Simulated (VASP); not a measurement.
# NaCl: band structure with HSE03

NaCl:

```
CELL_PARAMETERS angstrom
0.00000 2.79406 2.79406
2.79406 0.00000 2.79406
2.79406 2.79406 0.00000
ATOMIC_POSITIONS crystal
Cl 0.50000 0.50000 0.50000
Na 0.00000 0.00000 0.00000
```

The cell is a database's computed one.

| Item | Value |
| --- | --- |
| Program | VASP 6.6.1 |
| Task | band structure |
| Functional | HSE03 |
| Potentials or basis | VASP PAW PBE potentials, release 64 (Cl, Na_pv) |
| Cutoff | 520 eV |
| k mesh | 6 × 6 × 6 |
| Occupations | gaussian, width 0.02 eV |
| Spin | no spin polarisation |
| Ladder | gaps |
| Grid for exact exchange (PRECFOCK) | Fast |
| Further INCAR settings | ALGO = Normal; EDIFF = 1e-06; NBANDS = 14 |

```json
{
 "Pressure": "1.0 GPa",
 "Band gap on the k mesh": "6.35 eV, direct",
 "Band gap along the path": "6.35 eV, direct"
}
```

Levels at the corners of the path, in eV from the valence-band top:
| point | band 5 | band 6 | band 7 | band 8 | band 9 | band 10 |
| --- | --- | --- | --- | --- | --- | --- |
| Γ | 0.00 | 0.00 | 0.00 | 6.35 | 12.38 | 12.38 |
| X | -1.83 | -0.66 | -0.66 | 8.81 | 9.14 | 12.83 |
| X | -1.83 | -0.66 | -0.66 | 8.81 | 9.14 | 12.83 |
| W | -1.31 | -1.31 | -0.82 | 10.19 | 10.96 | 10.96 |
| W | -1.31 | -1.31 | -0.82 | 10.19 | 10.96 | 10.96 |
| K | -1.55 | -1.22 | -0.55 | 9.46 | 10.32 | 11.94 |
| K | -1.55 | -1.22 | -0.55 | 9.46 | 10.32 | 11.94 |
| Γ | 0.00 | 0.00 | 0.00 | 6.35 | 12.38 | 12.38 |
| Γ | 0.00 | 0.00 | 0.00 | 6.35 | 12.38 | 12.38 |
| L | -2.10 | -0.30 | -0.30 | 8.43 | 12.20 | 12.30 |
| L | -2.10 | -0.30 | -0.30 | 8.43 | 12.20 | 12.30 |
| U | -1.55 | -1.22 | -0.55 | 9.46 | 10.32 | 11.94 |
| U | -1.55 | -1.22 | -0.55 | 9.46 | 10.32 | 11.94 |
| W | -1.31 | -1.31 | -0.82 | 10.19 | 10.96 | 10.96 |
| W | -1.31 | -1.31 | -0.82 | 10.19 | 10.96 | 10.96 |
| L | -2.10 | -0.30 | -0.30 | 8.43 | 12.20 | 12.30 |
| L | -2.10 | -0.30 | -0.30 | 8.43 | 12.20 | 12.30 |
| K | -1.55 | -1.22 | -0.55 | 9.46 | 10.32 | 11.94 |
| U | -1.55 | -1.22 | -0.55 | 9.46 | 10.32 | 11.94 |
| X | -1.83 | -0.66 | -0.66 | 8.81 | 9.14 | 12.83 |

Wall time 15 min on 4 MPI ranks on AMD EPYC 9R45 (Zen 5) (shared host), peak memory 0.32 GiB a rank.

Caveat: the PAW data sets were made with another functional, which shifts forces and pressure a little.
